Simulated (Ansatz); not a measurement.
# BAs: LAPW beside PAW, part 2 of 2

Aim: solve BAs at one geometry with full-potential LAPW, frozen-core PAW and datasets made for this crystal, and see where they agree.

Ansatz 0.2.0; DFT LDA; a database cell (COD). «Crystal datasets» are all-electron PAW datasets made for this crystal. Earlier steps stand in the parts before.

## 3. Frozen-core PAW

Input file input.yaml:

```yaml
crystal:
  lattice:
    - [0.0, 2.3885, 2.3885]
    - [2.3885, 0.0, 2.3885]
    - [2.3885, 2.3885, 0.0]
  atoms:
    - { symbol: B, position: [0.0, 0.0, 0.0] }
    - { symbol: As, position: [0.75, 0.75, 0.75] }
kpoints:
  mp_grid: { grid: [13, 13, 13] }
  band_path:
    path:
      - [0.0, 0.0, 0.0]
      - [-0.5, -0.5, 0.0]
      - [-0.375, -0.375, 0.25]
      - [-0.375, 0.0, 0.375]
      - [0.0, 0.0, 0.0]
      - [0.0, 0.0, 0.5]
      - [-0.5, -0.25, 0.25]
      - [-0.5, -0.5, 0.0]
    npoints: 14
scf:
  occupations: { method: fermi_dirac, width: 0.05 }
hamiltonian:
  xc: lda
  pseudopotentials: { kind: paw }
output:
  forces: true
  stress: true
  eigenvalues: true
  efg: { contact_densities: true }
  populations: true
  bader: true
  dos: { projected: true, de: 0.2, e_range: [-14, 8] }
  write_density: true
  write_potential: true
  elf: true
  volumetric_format: npy
```

Run with:

```sh
$ ansatz run input.yaml --threads 1 --pin off --max-ram 3072MiB --backend cpu --events-out ev --progress --plain --runs-dir out
```

Standard output:

```text
Engine: ansatz 0.2.0
Pseudopotentials: kind: paw
Pseudopotential: B, paw, valence charge 3, recommended cutoff 420 eV (normal)
Pseudopotential: As, paw, valence charge 15, recommended cutoff 420 eV (normal)
Functional definition: SPW92
  exchange = slater_x
  correlation = pw_c
Crystal: 2 atoms, lattice volume = 27.252 Å³
Basis set: ecut = 420 eV, 531 PW (Γ)
Bands: 13, of which v1, the nominal top of the filled ones, is band 9 counted from 1 (8 counted from 0)
Symmetry: 24 space group operations
Space group: F-43m (ITA 216), of the structure as read, at distance tolerance 3.0e-5 Å
k-points: 84 of 2197 (time reversal used)
Non-local potential: B, projectors of the file, l = 0: 2, l = 1: 2, l = 2: 1
Non-local potential: As, projectors of the file, l = 0: 2, l = 1: 2, l = 2: 3, l = 3: 1
PAW form: soft (Blöchl's): semilocal exchange-correlation on the pseudo side does not see the compensation charge
PAW frozen core: B, regenerated for the run's functional, and the local potential with it (the file was generated under x = pbe(κ = 0.804, μ = 0.2195149727645171), c = pbe(β = 0.06672455060314922))
PAW frozen core: As, regenerated for the run's functional, and the local potential with it (the file was generated under x = pbe(κ = 0.804, μ = 0.2195149727645171), c = pbe(β = 0.06672455060314922))
PAW one-centre angular grid: B, 110 points (default); XC on 64 Gauss nodes
PAW one-centre angular grid: As, 590 points (default); XC on 64 Gauss nodes
Initial density: superposition of atomic densities (neutral atoms: chi_scale 0, normalization atom), corrected by the library's trained network
Initial wavefunctions: pseudopotential atomic-orbital guess
Functional: x = slater, c = lda
SCF iter   1: F=—  HF=-4923.524337 eV  |F-HF|=—  |Δ(HF+E_count)|=         —  Δρ=7.16e-3  dr2=1.41e-2  ethr=1.77e-3  ⟨swp⟩=5.6  Hψ=6207  notcnv=0
preconditioner: auto → none  [insulator: Δε(μ)=1.130 eV  Ē_g=12.350 eV  σ=0.050 eV  W_gap=1.00  n_scr=8 (ndim 8)  ℏωp=20.1 eV  f_vac=0.001  D(μ)=0.00/eV (n_scr^D=0)  ε∞_Penn≈3.7]
SCF iter   2: F=—  HF=-4923.519905 eV  |F-HF|=—  |Δ(HF+E_count)|=   4.43e-3  Δρ=2.17e-3  dr2=7.65e-4  ethr=7.85e-5  ⟨swp⟩=2.0  Hψ=2141  notcnv=0
SCF iter   3: F=—  HF=-4923.519572 eV  |F-HF|=—  |Δ(HF+E_count)|=   3.33e-4  Δρ=1.06e-3  dr2=1.28e-4  ethr=4.25e-6  ⟨swp⟩=2.0  Hψ=1845  notcnv=0
SCF iter   4: F=—  HF=-4923.519548 eV  |F-HF|=—  |Δ(HF+E_count)|=   2.38e-5  Δρ=3.63e-4  dr2=1.38e-5  ethr=7.11e-7  ⟨swp⟩=1.0  Hψ=1092  notcnv=0
SCF iter   5: F=—  HF=-4923.519545 eV  |F-HF|=—  |Δ(HF+E_count)|=   2.88e-6  Δρ=5.56e-5  dr2=3.45e-7  ethr=7.68e-8  ⟨swp⟩=2.0  Hψ=1810  notcnv=0
SCF iter   6: F=-4923.519545 eV  HF=-4923.519545 eV  |F-HF|=4.23e-10  |Δ(HF+E_count)|=  3.79e-10  Δρ=4.65e-6  dr2=2.11e-9  ethr=5.56e-10  ⟨swp⟩=7.6  Hψ=5875  notcnv=0
SCF 1 converged in 6 iterations: F = -4923.519545 eV  dr2 = 2.11e-9
NSCF: frozen V_eff on 99 k-points
SCF converged after 6 iterations
Free energy (F): -4923.519545 eV
Harris-Foulkes:  -4923.519545 eV  (|F-HF|=4.23e-10)
Internal energy: -4923.519545 eV  (E = F + TS)
E sigma→0 (E₀):  -4923.519545 eV
Entropy (-TS):   -0.000000 eV (-0.000 meV/atom)
Fermi energy:    11.391059 eV
--- Per-component energies (eV) ---
  E_band       = -216.246181
  E_kinetic    = 152.601886
  E_local      = -1703.035825  (includes V_loc(G=0)·N_el)
  E_nonlocal   = -651.990183
  E_hartree    = 941.439162
  E_xc         = -111.065741
  E_vxc        = -117.900196  (∫ρ·V_xc dr)
  E_paw        = -1827.814921  (= ΣΔE_a)
  E_vpaw       = 221.199476  (= ΣTr[D̂ρ^β])
  E_aug_tail   = 0.000008  (compensation charges beyond the density's cutoff)
  E_ewald      = -1725.774997
  E_core_change = 2.121064  (= ΣΔE_core)
  E_smearing   = -0.000000  (= −TS)
  E_closure    = -0.000000  (closes the sum)
  Σ components = -4923.519545   (vs F -4923.519545, Δ=0.00e0)
--- Forces (eV/Å), atoms counted from 1 ---
  atom   1  B     -0.00000000     0.00000000     0.00000000
  atom   2  As     0.00000000     0.00000000     0.00000000
  max |Σ_I F_I| component: 5.55e-16 eV/Å
--- Stress (GPa, compression-positive) ---
       -3.925826      -0.000000      -0.000000
       -0.000000      -3.925826       0.000000
       -0.000000       0.000000      -3.925826
  P = ⅓ Tr σ = -3.9258 GPa (-39.258 kbar)
--- PAW observables at the nuclei: V_zz in 10²¹ V/m², potentials from the cell's mean, atoms counted from 1 ---
  atom   1  B  V_zz =    -0.000000   η = 0.0000   by run symmetry: forbidden
            electrostatic potential = -326.694694 V   contact ρ = 475.552066 e/Å³
  atom   2  As V_zz =    +0.000000   η = 0.0000   by run symmetry: forbidden
            electrostatic potential = -4516.231465 V   contact ρ = 234335.192268 e/Å³
--- Band table (eV; the first three rows and the last of 84) ---
  k-point 0: bands = ["-25.0615", "-25.0615", "-25.0615", "-25.0385", "-25.0385", "-4.5510", "10.8404", "10.8404", "10.8404", "14.0937", "14.0937", "14.0937", "15.4873"]
  k-point 1: bands = ["-25.0613", "-25.0610", "-25.0610", "-25.0385", "-25.0385", "-4.4540", "9.9359", "10.6516", "10.6516", "14.2244", "14.3416", "14.3416", "16.0315"]
  k-point 2: bands = ["-25.0608", "-25.0598", "-25.0598", "-25.0384", "-25.0384", "-4.1659", "8.2013", "10.2363", "10.2363", "14.1340", "14.8832", "14.8832", "17.2294"]
  k-point 83: bands = ["-25.0583", "-25.0541", "-25.0461", "-25.0412", "-25.0355", "-0.3609", "2.9545", "5.2315", "5.9240", "15.8103", "16.4939", "17.3159", "18.6678"]
--- Löwdin populations: 2 sites ---
  site symbol       q [e]
     0      B      3.5645
     1     As     14.3988
  spilling = 0.002043 (of n_electrons = 18.000000)
--- Bader charges: 2 sites ---
  site symbol  charge [e]  shift [e]
     0      B      0.1563     0.0139
     1     As     -0.1563     0.0139
  estimated error of the sums over rays = 3.6e-4 e
```

Run time: 20 s. Hardware: 1 thread of Intel Xeon Platinum 8488C (Sapphire Rapids), shared host; peak memory 0.41 GiB.

In short: pressure -3.93 GPa; gap 1.13 eV, indirect from Γ to Γ–X.

```csv
atom,Bader charge (e),basin volume (Å³)
B1,+0.16,8.88
As2,-0.16,18.37
```

The fields are shown in the conventional cell of this run's space group, carried over from its grid by interpolation.

Density in a lattice plane of the grid's cell (edges 4.78 and 4.78 Å, at 0.000 of the third edge), which holds B.

Ten even steps from ' ' (0.04 e/Å³) to '@' (0.68 e/Å³):
```
**%%@@%%**==::....              ....::==**%%@@%%
@@@@@@##++==--::..              ..::--==++##@@@@
######**++==--::......      ......::--==++**####
==========------::::..........::::------========
::::------------------::::::------------------::
......::::------==================------::::....
    ......::--==++**##########**++==--::......  
        ..::--==++##@@@@@@@@@@##++==--::..      
        ....::==**%%@@%%**%%@@%%**==::....      
          ..::==**@@@@++::++@@@@**==::..        
        ....::==**%%@@%%**%%@@%%**==::....      
        ..::--==++##@@@@@@@@@@##++==--::..      
    ......::--==++**##########**++==--::......  
......::::------==================------::::....
::::------------------::::::------------------::
==========------::::..........::::------========
######**++==--::......      ......::--==++**####
@@@@@@##++==--::..              ..::--==++##@@@@
**%%@@%%**==::....              ....::==**%%@@%%
::++@@@@**==::..                  ..::==**@@@@++
```
Columns run along the first of these edges and rows up along the second, over one cell in 24 and 20 even steps from the bottom left corner. Atoms in the plane (fractional): B at (0.00, 0.00), B at (0.50, 0.50).

ELF in the same plane.

Ten even steps from ' ' (0.00) to '@' (0.73):
```
  ..==%%%%%%**--::..          ..::--**%%@@%%==..
==++%%@@@@%%**==--....      ....--==**%%@@@@%%++
##%%@@@@@@%%**++==--::......::--==++**%%@@@@@@%%
##%%%%%%%%##****++====------====++****##%%%%%%%%
++++**************##**++++++**##**********##**++
----====++****##%%%%%%%%##%%%%%%%%##****++====--
....::--==++**%%@@@@@@%%##%%@@@@@@%%**++==--::..
    ....--==**%%@@@@%%++==++%%@@@@%%**==--....  
      ..::--**%%%%%%==..  ..==%%%%%%**--::..    
        ..--++##%%**::      ::**%%##++--..      
      ..::--**%%@@%%==..  ..==%%%%%%**--::..    
    ....--==**%%@@@@%%++==++%%@@@@%%**==--....  
....::--==++**%%@@@@@@%%##%%@@@@@@%%**++==--::..
----====++****##%%%%%%%%##%%%%%%%%##****++====--
++++**##**********##**++++++**************##**++
##%%%%%%%%##****++====------====++****##%%%%%%%%
##%%@@@@@@%%**++==--::......::--==++**%%@@@@@@%%
==++%%@@@@%%**==--....      ....--==**%%@@@@%%++
  ..==%%%%%%**--::..          ..::--**%%%%%%==..
    ::**%%##++--..              ..--++##%%**::  
```
Columns run along the first of these edges and rows up along the second, over one cell in 24 and 20 even steps from the bottom left corner. Atoms in the plane (fractional): B at (0.00, 0.00), B at (0.50, 0.50).

Both are smooth fields of the valence electrons: close to the nuclei they are not physical.

The highest ELF values outside the cores: 0.89 on the B–As line, 0.8 Å from B.

## 4. Datasets made for this crystal

Edit input.yaml of step 3 so:

```diff
@@ -20,3 +20,3 @@
       - [-0.5, -0.5, 0.0]
-    npoints: 14
+    npoints: 8
 scf:
@@ -25,3 +25,3 @@
   xc: lda
-  pseudopotentials: { kind: paw }
+  pseudopotentials: { kind: all_electron, datasets: crystal }
 output:
@@ -31,8 +31 @@
   efg: { contact_densities: true }
-  populations: true
-  bader: true
-  dos: { projected: true, de: 0.2, e_range: [-14, 8] }
-  write_density: true
-  write_potential: true
-  elf: true
-  volumetric_format: npy
```

Run with:

```sh
$ ansatz run input.yaml --threads 1 --pin off --max-ram 3072MiB --backend cpu --events-out ev --progress --plain --runs-dir out
```

Standard output, shortened:

```text
[...]
[... 1 set-up line as earlier in the session ...]
Pseudopotential: B, paw, valence charge 3, recommended cutoff 260 eV (normal), Koelling and Harmon's equation, gaussian nucleus
Pseudopotential: As, paw, valence charge 15, recommended cutoff 260 eV (normal), Koelling and Harmon's equation, gaussian nucleus
[... 1 set-up line as earlier in the session ...]
[...]
Crystal: 2 atoms, lattice volume = 27.252 Å³
Basis set: ecut = 260 eV, 259 PW (Γ)
Bands: 8, of which v1, the nominal top of the filled ones, is band 4 counted from 1 (3 counted from 0)
[... 2 set-up lines as earlier in the session ...]
k-points: 84 of 2197 (time reversal used)
[...]
SCF iter   1: F=—  HF=-62112.212934 eV  |F-HF|=—  |Δ(HF+E_count)|=         —  Δρ=7.53e-2  dr2=1.90e0  ethr=2.58e-2  ⟨swp⟩=3.0  Hψ=4360  notcnv=0
[...]
--- Forces (eV/Å), atoms counted from 1 ---
  atom   1  B     -0.00000000    -0.00000000     0.00000000
  atom   2  As     0.00000000    -0.00000000    -0.00000000
[...]
--- Stress (GPa, compression-positive) ---
       -3.924079      -0.000000      -0.000000
        0.000000      -3.924079       0.000000
       -0.000000       0.000000      -3.924079
  P = ⅓ Tr σ = -3.9241 GPa (-39.241 kbar)
  It holds what live shells' own plane waves past their cutoff add
--- PAW observables at the nuclei: V_zz in 10²¹ V/m², potentials from the cell's mean, atoms counted from 1 ---
  atom   1  B  V_zz =    -0.000000   η = 0.0000   by run symmetry: forbidden
            electrostatic potential = -324.759146 V   contact ρ = 475.584659 e/Å³
  atom   2  As V_zz =    +0.000000   η = 0.0000   by run symmetry: forbidden
            electrostatic potential = -4512.669118 V   contact ρ = 234402.323811 e/Å³
--- Band table (eV; the first three rows and the last of 84) ---
  k-point 0: bands = ["-3.9425", "11.4458", "11.4458", "11.4458", "14.7008", "14.7008"]
[...]
```

Wall time 9 s (1 thread of Intel Xeon Platinum 8488C (Sapphire Rapids), shared host); peak memory 0.47 GiB.

Result: pressure -3.92 GPa; gap 1.14 eV, indirect from Γ to Γ–X.

```csv
atom,contact density (e/Å³)
B1,475.5847
As2,234402.3
```

## 5. The methods compared

Highest filled and lowest empty level at the labelled points (eV from each run's valence-band top):

```csv
point,LAPW top,LAPW bottom,PAW top,PAW bottom,crystal datasets top,crystal datasets bottom
Γ,0.00,3.25,0.00,3.25,0.00,3.25
X,-4.07,1.34,-4.07,1.34,-4.07,1.34
U,-3.47,2.00,-3.48,1.99,-3.47,2.00
K,-3.47,2.00,-3.48,1.99,-3.47,2.00
Γ,0.00,3.25,0.00,3.25,0.00,3.25
L,-1.81,2.68,-1.81,2.67,-1.81,2.68
W,-5.20,5.20,-5.20,5.20,-5.20,5.20
X,-4.07,1.34,-4.07,1.34,-4.07,1.34
```

| method | pressure (GPa) | gap (eV) | SCF cycles, all passes |
| --- | --- | --- | --- |
| LAPW | -3.92 | 1.13 | 7 |
| PAW | -3.93 | 1.13 | 6 |
| crystal datasets | -3.92 | 1.14 | 7 |

## 6. What came out

This closing draws on all 2 parts.

| quantity | value |
| --- | --- |
| pressure | LAPW -3.92, PAW -3.93, crystal datasets -3.92 GPa |
| gap (LAPW) | 1.13 eV, indirect from Γ to Γ–X |
| Bader charges (PAW) | B1 +0.16, As2 -0.16 e |
| highest ELF (PAW) | 0.89, 0.82 Å from B |

The pressure of -3.9 GPa pushes the cell to shrink, with the atoms held in place. A gap opens: 1.13 eV, indirect from Γ to Γ–X. It is the Kohn-Sham gap of a semilocal functional, which mostly lies below the gap found in experiment. Against the measured gap of BAs, 1.82 eV (indirect; 300 K; “Basic Physical Properties of Cubic Boron Arsenide”, 2019, arxiv:1911.11281), the calculated 1.13 eV is off by -37.8 %. Semilocal functionals fall short of gaps. The calculation has no temperature and no excitons, and leaves out spin-orbit coupling. B 2p states make 52 % of the projected weight in the top eV of the valence band. The projection holds only the free atom's occupied shells (B 2s, B 2p, As 4s, As 4p in this range). PAW lies less than 0.01 GPa from LAPW in pressure and less than 0.01 eV in the gap.
